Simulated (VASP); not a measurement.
Wanted: the native input for a VASP 6.6.1 run.

* Task: relaxation of cell and atoms
* Functional: LDA
* Potentials or basis: VASP PAW LDA potentials, release 64 (Te, Pt)
* Cutoff: 600 eV
* k mesh: 9 × 9 × 6
* Occupations: gaussian, width 0.03 eV
* Spin: no spin polarisation
* Further INCAR settings: ALGO = Normal; EDIFF = 1e-07; IBRION = 2; EDIFFG = -0.005; NSW = 90; ISIF = 3

The structure of Te2Pt lies in POSCAR:

```
Te2Pt                                   
1.0
    4.0228682308      0.0000000000     -0.0000000000
   -2.0114341154      3.4839060844     -0.0000000000
   -0.0000000000     -0.0000000000      5.0837961243
  Te              Pt            
     2     1
Direct
     0.6666666699999979    0.3333333300000021    0.2636193040791626
     0.3333333300000021    0.6666666699999979    0.7363806959208375
     0.0000000000000000    0.0000000000000000    0.0000000000000000
```

The cell was built by a generator and needn't be a form met in nature.

One way to write it, as run:

INCAR

```
SYSTEM = Te2Pt
ALGO     = Normal         ! electronic algorithm
EDIFF    = 1E-7           ! SCF threshold, eV
EDIFFG   = -0.005         ! ionic threshold
ENCUT    = 600            ! plane-wave cutoff, eV
IBRION   = 2              ! ionic algorithm
ISIF     = 3              ! what is computed and relaxed
ISMEAR   = 0              ! smearing method
LASPH    = .True.         ! aspherical terms in the spheres
LCHARG   = .False.        ! write CHGCAR
LREAL    = .False.        ! projectors in reciprocal space
LWAVE    = .False.        ! write WAVECAR
NELM     = 80             ! most SCF steps
NSW      = 90             ! ionic steps
PREC     = Accurate       ! precision mode
SIGMA    = 0.03           ! smearing width, eV
```

KPOINTS

```
k-points
0
Gamma
  9 9 6
  0 0 0
```

Potentials or basis: VASP PAW LDA potentials, release 64 (Te, Pt).

Run with:

```sh
$ cat potpaw_LDA.64/Te/POTCAR potpaw_LDA.64/Pt/POTCAR > POTCAR
$ mpirun -np 1 vasp_std > vasp.out
```

Results of the run:

The pressure after relaxing is 0.0 GPa and the band gap on the k mesh is none (metal or under the smearing width).

Caveat: the relaxation stopped at its first step, so nothing moved.

It took 25 s on 1 thread of Intel(R) Xeon(R) 6975P-C (Granite Rapids) (shared host), peak memory 0.23 GiB.
